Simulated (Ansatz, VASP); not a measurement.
## Te: VASP beside Ansatz

INCAR

```
SYSTEM = Te
  PREC = Accurate
  ENCUT = 600
  EDIFF = 1E-6
  ISMEAR = -1
  SIGMA = 0.1
  LREAL = .FALSE.
  LASPH = .TRUE.
  NELM = 80
  ALGO = Normal
  ISIF = 3
  LWAVE = .FALSE.
  LCHARG = .FALSE.
  GGA = RP
  IBRION = 2
  NSW = 80
  EDIFFG = -0.01
```

KPOINTS

```
Automatic mesh
0
G
  11 11 3
  0 0 0
```

POSCAR

```
Te
1.0
    3.4420649897      0.0000000000      0.0000000000
   -1.7210324948      2.9809157225      0.0000000000
    0.0000000000      0.0000000000     11.2417842562
Te
4
Direct
    0.0000000000      0.0000000000      0.0000000000
    0.0000000000      0.0000000000      0.5000000000
    0.3333333333      0.6666666667      0.2500000000
    0.6666666667      0.3333333333      0.7500000000
```

Input for Ansatz:

```yaml
crystal:
  lattice:
    - [3.4420649897, 0.0, 0.0]
    - [-1.7210324948, 2.9809157225, 0.0]
    - [0.0, 0.0, 11.2417842562]
  atoms:
    - { symbol: Te, position: [0.0, 0.0, 0.0] }
    - { symbol: Te, position: [0.0, 0.0, 0.5] }
    - { symbol: Te, position: [0.3333333333, 0.6666666667, 0.25] }
    - { symbol: Te, position: [0.6666666667, 0.3333333333, 0.75] }
hamiltonian:
  xc: rpbe
  pseudopotentials:
    kind: paw
    azcp:
      Te: "pseudopotentials/Te.paw.azcp"
basis:
  ecutwfc: 420
  fft_grid_basis: typed
kpoints:
  mp_grid: { grid: [11, 11, 3], shift: [0, 0, 0] }
magnetization:
  spin_polarized: false
scf:
  occupations: { method: fermi_dirac, width: 0.1 }
relax:
  max_steps: 60
  f_tol: 0.01
  cell: {}
```

The cell was built by a generator and needn't be a form met in nature.

Alike in both runs: task relaxation of cell and atoms; functional RPBE; k mesh 11 × 11 × 3; occupations fermi-dirac, width 0.1 eV; no spin polarisation.

|  | VASP | Ansatz |
| --- | --- | --- |
| version | VASP 6.6.1 | Ansatz 0.2.0 |
| potentials or method | VASP PAW PBE potentials, release 64 (Te) | plane waves (420 eV) with PAW, scalar-relativistic |
| plane-wave cutoff (eV) | 600 | 420 |
| valence electrons in the cell | 24 | 64 |

```tsv
	VASP	Ansatz	Ansatz less VASP
relaxed volume (Å³/atom)	33.44	33.53	+0.098
relaxed cell length with the largest relative difference (Å)	4.313	4.319	+0.0062
energy change over the relaxation (meV/atom)	-286	-287	-1.0
```

The two sets of potentials don't hold the same shells in valence.

Caveats: the volume moved by over 15 % at a fixed basis, so the end points are rough (VASP); the PAW data sets were made with another functional, which shifts forces and pressure a little (VASP). Spin-orbit coupling is left out, which matters for the levels of Te.
